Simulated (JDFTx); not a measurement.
# Ga (P2_1/m) in JDFTx: reference runs

Reference runs on Ga: the cell as given and a disturbed copy.

Everything below comes from runs of JDFTx 1.7.0 (patched build). Logs are shortened: lines on timing, memory, paths and dates and some standing lists are left out, and cuts for length are marked. The log counts tension as positive stress, the text compression.

## 1. The crystal as given

It takes space group P2_1/m (No. 11, monoclinic). The conventional cell has a = 2.778 Å, b = 3.282 Å, c = 4.210 Å, α = 90.00°, β = 108.61°, γ = 90.00°. Around Ga (site symmetry m) lie 8 Ga at 2.71 to 2.84 Å.

This isn't the form of Ga at room conditions, which is orthorhombic.

## 2. Single point, PBEsol

The input, Ga.in:

```
lattice \
    5.2504567991     0.0000000000    -2.5387168437 \
    0.0000000000     6.2013418613     0.0000000000 \
    0.0000000000     0.0000000000     7.5405234656
coords-type Lattice
ion Ga     0.1345962700     0.7500000000     0.7701668300 1
ion Ga     0.8654037300     0.2500000000     0.2298331700 1

ion-species pseudo/Ga.upf
elec-cutoff 40 320
elec-ex-corr gga-PBEsol
kpoint-folding 10 8 7
elec-smearing Fermi 0.0018374661
elec-n-bands 19
electronic-SCF nIterations 100 energyDiffThreshold 1e-09
electronic-minimize nIterations 30 energyDiffThreshold 1e-7
converge-empty-states yes
forces-output-coords Cartesian

dump-name run.$VAR
dump End Ecomponents EigStats BandEigs Kpoints Forces Stress
```

Potentials or basis: PseudoDojo-SR-PBEsol-0.4.1-standard with smoothed tails.

On the command line:

```bash
$ jdftx -c 1 -i Ga.in -o Ga.out
```

The program printed:

```text
*************** JDFTx 1.7.0 (patched build) ***************

Input parsed successfully to the following command list (including defaults):
[... the input with its defaults ...]

---------- Setting up symmetries ----------

Found 4 point-group symmetries of the bravais lattice
Found 4 space-group symmetries with basis
Applied RMS atom displacement 0 bohrs to make symmetries exact.

---------- Initializing the Grid ----------
R =
[      5.25046            0     -2.53872  ]
[            0      6.20134            0  ]
[            0            0      7.54052  ]
unit cell volume = 245.519
G =
[    1.19669         -0   0.402898  ]
[          0     1.0132         -0  ]
[          0          0   0.833256  ]
Minimum fftbox size, Smin = [  44  52  68  ]
Chosen fftbox size, S = [  48  54  70  ]

---------- Initializing tighter grid for wavefunction operations ----------
R =
[      5.25046            0     -2.53872  ]
[            0      6.20134            0  ]
[            0            0      7.54052  ]
unit cell volume = 245.519
G =
[    1.19669         -0   0.402898  ]
[          0     1.0132         -0  ]
[          0          0   0.833256  ]
Minimum fftbox size, Smin = [  32  36  48  ]
Chosen fftbox size, S = [  32  36  48  ]

---------- Exchange Correlation functional ----------
Initalized PBEsol GGA exchange.
Initalized PBEsol GGA correlation.

---------- Setting up pseudopotentials ----------
Width of ionic core gaussian charges (only for fluid interactions / plotting) set to 0

Reading pseudopotential file 'pseudo/Ga.upf':
  'Ga' pseudopotential, 'PBESOL' functional
  Generated using ONCVPSP code by D. R. Hamann
  13 valence electrons, 3 orbitals, 6 projectors, 1001 radial grid points, with lMax = 2
    3D    l: 2   occupation: 10.0   eigenvalue: -0.704192
    4S    l: 0   occupation:  2.0   eigenvalue: -0.329374
    4P    l: 1   occupation:  1.0   eigenvalue: -0.094479
  Core radius for overlap checks: 1.84 bohrs.

Initialized 1 species with 2 total atoms.

Folded 1 k-points by 10x8x7 to 560 k-points.

---------- Setting up k-points, bands, fillings ----------
Reduced to 180 k-points under symmetry.
Computing the number of bands and number of electrons
Calculating initial fillings.
nElectrons:  26.000000   nBands: 19   nStates: 180

----- Setting up reduced wavefunction bases (one per k-point) -----
average nbasis = 2966.366 , ideal nbasis = 2966.663

---------- Setting up ewald sum ----------
Optimum gaussian width for ewald sums = 2.225528 bohr.
Real space sum over 1287 unit cells with max indices [  6  5  4  ]
Reciprocal space sum over 2145 terms with max indices [  5  6  7  ]

---------- Allocating electronic variables ----------
Initializing wave functions:  linear combination of atomic orbitals
Note: number of bands (19) exceeds available atomic orbitals (18)
Ga pseudo-atom occupations:   s ( 2 )  p ( 1 )  d ( 10 )
	FillingsUpdate:  mu: +0.427558258  nElectrons: 26.000000
LCAOMinimize: Iter:   0  F: -134.2652343155544656  |grad|_K:  1.010e-04  alpha:  1.000e+00
	FillingsUpdate:  mu: +0.427864358  nElectrons: 26.000000
LCAOMinimize: Iter:   1  F: -134.2654294483157571  |grad|_K:  2.175e-05  alpha:  5.905e-01  linmin:  2.085e-04  cgtest:  1.266e-02
	FillingsUpdate:  mu: +0.427930314  nElectrons: 26.000000
LCAOMinimize: Iter:   2  F: -134.2654416980523138  |grad|_K:  5.544e-07  alpha:  7.954e-01  linmin: -2.052e-02  cgtest:  5.267e-02
LCAOMinimize: Encountered beta<0, resetting CG.
	FillingsUpdate:  mu: +0.427931540  nElectrons: 26.000000
LCAOMinimize: Iter:   3  F: -134.2654417047465358  |grad|_K:  1.464e-07  alpha:  6.703e-01  linmin: -2.700e-05  cgtest:  3.258e-04
	FillingsUpdate:  mu: +0.427931604  nElectrons: 26.000000
LCAOMinimize: Iter:   4  F: -134.2654417052461326  |grad|_K:  1.886e-08  alpha:  7.172e-01  linmin: -4.957e-05  cgtest: -3.311e-04
LCAOMinimize: Converged (|Delta F|<1.000000e-06 for 2 iters).

-------- Electronic minimization -----------
Will mix electronic density at each iteration.
	FillingsUpdate:  mu: +0.427931604  nElectrons: 26.000000
	FillingsUpdate:  mu: +0.412146888  nElectrons: 26.000000
SCF: Cycle:  0   F: -134.304084453937151   dF: -3.864e-02   |Residual|: 2.336e-02   |deigs|: 1.650e-01
	FillingsUpdate:  mu: +0.411465740  nElectrons: 26.000000
SCF: Cycle:  1   F: -134.304860755990546   dF: -7.763e-04   |Residual|: 1.096e-02   |deigs|: 5.697e-03
	FillingsUpdate:  mu: +0.411162205  nElectrons: 26.000000
SCF: Cycle:  2   F: -134.304954645068278   dF: -9.389e-05   |Residual|: 4.700e-03   |deigs|: 2.516e-03
	FillingsUpdate:  mu: +0.411237165  nElectrons: 26.000000
SCF: Cycle:  3   F: -134.304957453089258   dF: -2.808e-06   |Residual|: 1.217e-03   |deigs|: 6.006e-04
	FillingsUpdate:  mu: +0.411227025  nElectrons: 26.000000
SCF: Cycle:  4   F: -134.304958718871404   dF: -1.266e-06   |Residual|: 2.525e-04   |deigs|: 1.778e-04
	FillingsUpdate:  mu: +0.411237193  nElectrons: 26.000000
SCF: Cycle:  5   F: -134.304958878992039   dF: -1.601e-07   |Residual|: 1.014e-04   |deigs|: 4.533e-05
	FillingsUpdate:  mu: +0.411242028  nElectrons: 26.000000
SCF: Cycle:  6   F: -134.304958946872858   dF: -6.788e-08   |Residual|: 4.750e-05   |deigs|: 7.139e-05
	FillingsUpdate:  mu: +0.411243441  nElectrons: 26.000000
SCF: Cycle:  7   F: -134.304958966422817   dF: -1.955e-08   |Residual|: 1.499e-05   |deigs|: 3.383e-05
	FillingsUpdate:  mu: +0.411243609  nElectrons: 26.000000
SCF: Cycle:  8   F: -134.304958973349187   dF: -6.926e-09   |Residual|: 7.206e-06   |deigs|: 3.646e-05
	FillingsUpdate:  mu: +0.411243509  nElectrons: 26.000000
SCF: Cycle:  9   F: -134.304958975404531   dF: -2.055e-09   |Residual|: 2.796e-06   |deigs|: 2.746e-05
	FillingsUpdate:  mu: +0.411243428  nElectrons: 26.000000
SCF: Cycle: 10   F: -134.304958976337531   dF: -9.330e-10   |Residual|: 2.146e-06   |deigs|: 3.579e-05
	FillingsUpdate:  mu: +0.411243455  nElectrons: 26.000000
SCF: Cycle: 11   F: -134.304958976566837   dF: -2.293e-10   |Residual|: 1.239e-06   |deigs|: 2.079e-05
SCF: Converged (|Delta E|<1.000000e-09 for 2 iters).

Setting wave functions to eigenvectors of Hamiltonian
Converging empty states (this may take a while): |deigs|: 5.412e-04

# Stress tensor in Cartesian coordinates [Eh/a0^3]:
[ -9.40306e-07            0  1.39667e-05  ]
[            0  5.64893e-05            0  ]
[  1.39667e-05            0  5.82971e-06  ]

# Ionic positions in lattice coordinates:
ion Ga   0.134596270000000   0.750000000000000   0.770166830000000 1
ion Ga   0.865403730000000   0.250000000000000   0.229833170000000 1

# Forces in Cartesian coordinates:
force Ga  -0.000169476328287   0.000000000000000  -0.001415175351097 1
force Ga   0.000169476328287   0.000000000000000   0.001415175351097 1

# Energy components:
   Eewald =      -97.2062060698863775
       EH =       39.6688211359079048
     Eloc =     -102.8791530727489487
      Enl =      -76.0830922977443862
      Exc =      -41.4092202903275464
 Exc_core =       18.3972353260941865
       KE =      125.2068079467527468
-------------------------------------
     Etot =     -134.3048073219524099
       TS =        0.0001516546144292
-------------------------------------
        F =     -134.3049589765668372

IonicMinimize: Iter:   0  F: -134.304958976566837  |grad|_K:  8.229e-04
IonicMinimize: None of the convergence criteria satisfied after 0 iterations.

#--- Lowdin population analysis ---
# oxidation-state Ga +0.015 +0.015

Dumping 'run.eigStats' ...
	eMin: -0.146935 at state 3 ( [ +0.000000 +0.000000 +0.428571 ] spin 0 )
	HOMO: +0.407848 at state 144 ( [ +0.400000 +0.250000 -0.285714 ] spin 0 )
	mu  : +0.411243
	LUMO: +0.412495 at state 96 ( [ +0.300000 +0.000000 -0.142857 ] spin 0 )
	eMax: +0.986928 at state 51 ( [ +0.100000 +0.500000 +0.428571 ] spin 0 )
	HOMO-LUMO gap: +0.004646
	Optical gap  : +0.011229 at state 148 ( [ +0.400000 +0.375000 +0.285714 ] spin 0 )
Done!
[note: the HOMO, LUMO and gaps printed at the end count levels as full or empty at half filling, so they show a gap where a level is partly filled]
```

It took 2.4 min on 1 thread of AMD EPYC 9R45 (Zen 5), shared host; peak memory 0.52 GiB.

Results:

- Free energy: -3654.6241 eV
- Pressure: -0.6 GPa
- Largest force: 0.073 eV/Å
- Band gap on the k mesh: none (metal or under the smearing width)

Forces in eV/Å, atoms in the order of the input:
```
Ga  -0.009  0.000 -0.073
Ga   0.009  0.000  0.073
```

## 3. Single point, PBEsol (atoms moved at random, drawn with an rms of 0.05 Å)

Changes to Ga.in since step 2:

```diff
@@ -5,4 +5,4 @@
 coords-type Lattice
-ion Ga     0.1345962700     0.7500000000     0.7701668300 1
-ion Ga     0.8654037300     0.2500000000     0.2298331700 1
+ion Ga     0.1313560000     0.7476030000     0.7672330000 1
+ion Ga     0.8576800000     0.2572700000     0.2275200000 1
```

Potentials or basis: PseudoDojo-SR-PBEsol-0.4.1-standard with smoothed tails.

On the command line:

```bash
$ jdftx -c 1 -i Ga.in -o Ga.out
```

The program printed:

```text
*************** JDFTx 1.7.0 (patched build) ***************

Input parsed successfully to the following command list (including defaults):
[... the input with its defaults ...]

---------- Setting up symmetries ----------

Found 4 point-group symmetries of the bravais lattice
Found 2 space-group symmetries with basis
Applied RMS atom displacement 0 bohrs to make symmetries exact.

---------- Initializing the Grid ----------
R =
[      5.25046            0     -2.53872  ]
[            0      6.20134            0  ]
[            0            0      7.54052  ]
unit cell volume = 245.519
G =
[    1.19669         -0   0.402898  ]
[          0     1.0132         -0  ]
[          0          0   0.833256  ]
Minimum fftbox size, Smin = [  44  52  68  ]
Chosen fftbox size, S = [  48  54  70  ]

---------- Initializing tighter grid for wavefunction operations ----------
R =
[      5.25046            0     -2.53872  ]
[            0      6.20134            0  ]
[            0            0      7.54052  ]
unit cell volume = 245.519
G =
[    1.19669         -0   0.402898  ]
[          0     1.0132         -0  ]
[          0          0   0.833256  ]
Minimum fftbox size, Smin = [  32  36  48  ]
Chosen fftbox size, S = [  32  36  48  ]

---------- Exchange Correlation functional ----------
Initalized PBEsol GGA exchange.
Initalized PBEsol GGA correlation.

---------- Setting up pseudopotentials ----------
Width of ionic core gaussian charges (only for fluid interactions / plotting) set to 0

[... 63 lines left out ...]
	FillingsUpdate:  mu: +0.411225431  nElectrons: 26.000000
SCF: Cycle:  8   F: -134.304926197489493   dF: -8.625e-09   |Residual|: 5.083e-06   |deigs|: 6.300e-05
	FillingsUpdate:  mu: +0.411225350  nElectrons: 26.000000
SCF: Cycle:  9   F: -134.304926200179551   dF: -2.690e-09   |Residual|: 2.745e-06   |deigs|: 7.514e-05
	FillingsUpdate:  mu: +0.411225258  nElectrons: 26.000000
SCF: Cycle: 10   F: -134.304926201267421   dF: -1.088e-09   |Residual|: 2.216e-06   |deigs|: 4.197e-05
	FillingsUpdate:  mu: +0.411225289  nElectrons: 26.000000
SCF: Cycle: 11   F: -134.304926201583186   dF: -3.158e-10   |Residual|: 1.243e-06   |deigs|: 4.249e-05
	FillingsUpdate:  mu: +0.411225320  nElectrons: 26.000000
SCF: Cycle: 12   F: -134.304926201731490   dF: -1.483e-10   |Residual|: 2.235e-07   |deigs|: 4.772e-05
SCF: Converged (|Delta E|<1.000000e-09 for 2 iters).

Setting wave functions to eigenvectors of Hamiltonian
Converging empty states (this may take a while):
EmptyStates: None of the convergence criteria satisfied.
|deigs|: 4.332e-04

# Stress tensor in Cartesian coordinates [Eh/a0^3]:
[ -1.15307e-07 -7.22087e-07  1.24796e-05  ]
[ -7.22087e-07  5.55767e-05 -2.19995e-07  ]
[  1.24796e-05 -2.19995e-07  4.89747e-06  ]

# Ionic positions in lattice coordinates:
ion Ga   0.131356000000000   0.747603000000000   0.767233000000000 1
ion Ga   0.857680000000000   0.257270000000000   0.227520000000000 1

# Forces in Cartesian coordinates:
force Ga  -0.000245585949376   0.001103986485064  -0.001206795129871 1
force Ga   0.000245585949376  -0.001103986485064   0.001206795129871 1

# Energy components:
   Eewald =      -97.2070577978342385
       EH =       39.6678282333371897
     Eloc =     -102.8773140287988070
      Enl =      -76.0828826897759285
      Exc =      -41.4092236333599288
 Exc_core =       18.3972355411697102
       KE =      125.2066407480831032
-------------------------------------
     Etot =     -134.3047736271789176
       TS =        0.0001525745525823
-------------------------------------
        F =     -134.3049262017314902

IonicMinimize: Iter:   0  F: -134.304926201731490  |grad|_K:  9.549e-04
IonicMinimize: None of the convergence criteria satisfied after 0 iterations.

#--- Lowdin population analysis ---
# oxidation-state Ga +0.015 +0.015

Dumping 'run.eigStats' ...
	eMin: -0.146940 at state 3 ( [ +0.000000 +0.000000 +0.428571 ] spin 0 )
	HOMO: +0.409974 at state 229 ( [ +0.400000 +0.500000 -0.428571 ] spin 0 )
	mu  : +0.411225
	LUMO: +0.412387 at state 74 ( [ +0.100000 -0.250000 +0.428571 ] spin 0 )
	eMax: +0.985337 at state 60 ( [ +0.100000 +0.500000 +0.428571 ] spin 0 )
	HOMO-LUMO gap: +0.002413
	Optical gap  : +0.005207 at state 225 ( [ +0.400000 +0.500000 +0.000000 ] spin 0 )
WARNING: the last solve of the electrons (or of bands or displaced states from it) ended unconverged.
Done!
```

Run time: 4 min. Hardware: 1 thread of AMD EPYC 9R45 (Zen 5), shared host; peak memory 0.78 GiB.

What came out:

| Item | Value |
| --- | --- |
| Free energy | -3654.6232 eV |
| Pressure | -0.6 GPa |
| Largest force | 0.085 eV/Å |
| Band gap on the k mesh | none (metal or under the smearing width) |

Forces on the atoms (eV/Å):
```
Ga  -0.013  0.057 -0.062
Ga   0.013 -0.057  0.062
```

Levels at points of the mesh, in eV from the Fermi level:
| k point | band 11 | band 12 | band 13 | band 14 |
| --- | --- | --- | --- | --- |
| (0.00, 0.00, 0.00) | -11.40 | -2.07 | -1.45 | 1.83 |
| (0.00, 0.50, 0.00) | -7.90 | -7.75 | 1.65 | 1.84 |
| (0.50, 0.00, 0.00) | -6.25 | -5.30 | -1.38 | 0.20 |
| (0.50, 0.50, 0.00) | -2.96 | -2.83 | -1.81 | -1.66 |

Caveat: the empty levels aren't tightly converged.
